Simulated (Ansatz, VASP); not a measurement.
# Two plane-wave programs on TiB4

```
CELL_PARAMETERS angstrom
4.01803 0.00000 0.00000
0.00000 4.01803 0.00000
0.00000 0.00000 2.64096
ATOMIC_POSITIONS crystal
Ti 0.00000 0.00000 0.50000
B 0.20120 0.50000 0.00000
B 0.79880 0.50000 0.00000
B 0.50000 0.20120 0.00000
B 0.50000 0.79880 0.00000
```

Alike in both runs: functional PBE; k mesh 6 × 6 × 6; occupations gaussian, width 0.1 eV; no spin polarisation.

Ansatz relaxed the structure, and its values are those at the end. VASP's run is a single point on that final structure, the one shown.

|  | VASP | Ansatz |
| --- | --- | --- |
| version | VASP 6.6.1 | Ansatz 0.2.0 |
| potentials or method | VASP PAW PBE potentials, release 64 (Ti_sv, B) | scalar-relativistic, plane waves, PAW |
| plane-wave cutoff (eV) | 520 | 420 |
| valence electrons in the cell | 24 | 24 |

|  | VASP | Ansatz | Ansatz less VASP |
| --- | --- | --- | --- |
| gap on the k mesh at the Fermi level (eV) | none | none | - |
| pressure (GPa) | 0.0 | 0.0 | -0.08 |
| rms of the force components (eV/Å) | 0.003 | 0.001 | -0.0025 |

A gap of «none» marks a metal or a gap that the smearing closes. With one functional, cell and mesh, what is left measures potentials, basis and numerics.

Caveats: the k mesh is coarse (spacing up to 0.40 Å⁻¹), so the values aren't converged.
